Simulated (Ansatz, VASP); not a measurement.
# One calculation of TiSi2, two programs

Contents of INCAR:

```
SYSTEM = TiSi2
PREC = Accurate ; ENCUT = 600
EDIFF = 1E-7 ; ISMEAR = -1
SIGMA = 0.05 ; LREAL = .FALSE.
LASPH = .TRUE. ; NELM = 80
ALGO = Normal ; ISIF = 3
LWAVE = .FALSE. ; LCHARG = .FALSE.
LMAXMIX = 4 ; LDAU = .TRUE.
LDAUTYPE = 2 ; LDAUL = 2 -1
LDAUU = 5 0 ; LDAUJ = 0 0
LDAUPRINT = 1 ; GGA = PS
IBRION = 2 ; NSW = 60
EDIFFG = -0.01
```

The input KPOINTS:

```
regular mesh
0
G
  5 5 5
  0 0 0
```

The input POSCAR:

```
TiSi2
1.0
    0.0000000000      4.1175163063      4.2628978354
    2.3895119538      0.0000000000      4.2628978354
    2.3895119538      4.1175163063      0.0000000000
Ti Si
2 4
Direct
    0.7500000000      0.7500000000      0.7500000000
    0.5000000000      0.5000000000      0.5000000000
    0.4125656100      0.0874343900      0.4125656100
    0.0874343900      0.4125656100      0.0874343900
    0.1625656100      0.8374343900      0.1625656100
    0.8374343900      0.1625656100      0.8374343900
```

input.yaml

```yaml
crystal:
  lattice:
    - [0.0, 4.1175163063, 4.2628978354]
    - [2.3895119538, 0.0, 4.2628978354]
    - [2.3895119538, 4.1175163063, 0.0]
  atoms:
    - { symbol: Ti, position: [0.75, 0.75, 0.75] }
    - { symbol: Ti, position: [0.5, 0.5, 0.5] }
    - { symbol: Si, position: [0.41256561, 0.08743439, 0.41256561] }
    - { symbol: Si, position: [0.08743439, 0.41256561, 0.08743439] }
    - { symbol: Si, position: [0.16256561, 0.83743439, 0.16256561] }
    - { symbol: Si, position: [0.83743439, 0.16256561, 0.83743439] }
hamiltonian:
  xc: pbesol
  pseudopotentials: { kind: paw }
  hubbard: { sites: [{ species: Ti, l: d, u_eff: 5.0 }] }
kpoints:
  mp_grid: { grid: [5, 5, 5] }
scf:
  occupations: { method: fermi_dirac, width: 0.05 }
output:
  forces: true
  stress: true
  eigenvalues: true
relax:
  f_tol: 0.01
  max_steps: 40
  cell: { stress_tol: 0.05 }
```

The cell is a database's computed one.

Alike in both runs: task relaxation of cell and atoms; functional PBEsol; k mesh 5 × 5 × 5; occupations fermi-dirac, width 0.05 eV; no spin polarisation; Hubbard terms Ti d U = 5 eV.

|  | VASP | Ansatz |
| --- | --- | --- |
| version | VASP 6.6.1 | Ansatz 0.2.0 |
| potentials or method | VASP PAW PBE potentials, release 64 (Ti_sv, Si) | Ansatz PAW |
| plane-wave cutoff (eV) | 600 | 420 |
| valence electrons in the cell | 40 | 40 |

Ansatz gave:

| Item | Value |
| --- | --- |
| gap on the k mesh at the Fermi level, each at its own relaxed structure (eV) | none |
| relaxed volume (Å³/atom) | 14.23 |
| relaxed cell length with the largest relative difference (Å) | 4.909 |
| energy change over the relaxation (meV/atom) | -3 |

Problem. Estimate VASP's values.

Solution. gap on the k mesh at the Fermi level, each at its own relaxed structure (eV): none; relaxed volume (Å³/atom): 14.40; relaxed cell length with the largest relative difference (Å): 4.947; energy change over the relaxation (meV/atom): -8.

The programs project onto different local orbitals, so the same U acts differently. A gap of «none» marks a metal or a gap that the smearing closes.

Caveats: U without spin polarisation on a metal has little footing; the U is typed as a test and isn't derived for this compound; the PAW data sets were made with another functional, which shifts forces and pressure a little (VASP); the plane-wave basis is chosen anew once the cell has moved, so the energies of steps on either side of that aren't comparable (Ansatz); the PAW data sets come from PBE, with cores solved anew for the run's functional, which leaves a small shift of forces and pressure (Ansatz).
